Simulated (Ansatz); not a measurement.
Rows from a G0W0 calculation on InSe/InSe (GaSe type bilayer) (Ansatz 0.2.0; G0W0 on PBEsol, plane waves, PAW; PAW set soft_1; 6×6×1 mesh, 1103 empty bands, screening to 80 eV, PAW set soft_1 files), in eV. Spin-orbit coupling is left out.

| row | Σx | Σc | Vxc | Z |
| --- | --- | --- | --- | --- |
| A | -10.43 | -2.98 | -13.85 | 0.78 |
| B | -18.15 | 1.66 | -16.00 | 0.75 |
| C | -10.40 | -3.14 | -14.07 | 0.77 |
| D | -15.34 | 0.93 | -14.01 | 0.75 |

Which rows are filled states and which are empty ones, and how can one tell?

Filled: B and D. Empty: A and C. The sign of Σc tells: for a filled state bare exchange, which holds its interaction with itself, lies below Vxc (Σx − Vxc is -1.3 eV or lower here) and screening gives part back as a positive Σc. For an empty state Σx lies above Vxc (+3.4 eV or more) and the Coulomb hole leaves Σc negative.

[Runs of the session that timed out or met a known fault of the program may be left out.]

[Cells called generated may have been cut or substituted from an entry of the Crystallography Open Database or the Materials Project.]

[Hosts, paths, dates, database ids (printed as entryN), source tags and the programs' standing remarks are cut or masked in the printed files.]
